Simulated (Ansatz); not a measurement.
Cu Kα1 powder pattern (kinematic, no thermal factors).
2θ (°) (relative intensity): 33.68 (7), 34.09 (5), 34.89 (40), 35.29 (22), 35.95 (51), 38.32 (100), 38.69 (43), 43.53 (21), 43.87 (12), 50.08 (4), 50.38 (3), 57.69 (9), 57.96 (5), 59.97 (11), 60.77 (21), 66.20 (19), 66.45 (8), 70.82 (1), 71.54 (5), 71.94 (13), 72.51 (2), 72.67 (24), 73.68 (12), 74.64 (7), 75.59 (4), 75.83 (2), 76.23 (5), 77.20 (4), 78.15 (1), 82.06 (1), 88.22 (3), 89.15 (1)

The pattern is computed from a structure relaxed with Ansatz 0.2.0, DFT PBE, scalar-relativistic, plane waves, PAW. No spin polarisation. Its elements are Li.

Problem. Give the structure.

Solution. Li.
Space group Cmcm (No. 63). a = 3.083 Å, b = 5.255 Å, c = 9.984 Å, α = 90.00°, β = 90.00°, γ = 90.00°
| atom | site | symmetry | x | y | z |
| --- | --- | --- | --- | --- | --- |
| Li | 4c | m2m | 0.0000 | 0.3390 | 0.2500 |
| Li | 4a | 2/m.. | 0.5000 | 0.5000 | 0.0000 |

A pattern alone doesn't exclude other cells with like lines; this is the one computed.

The cell was found from a structure generator's guess, not taken from experiment.
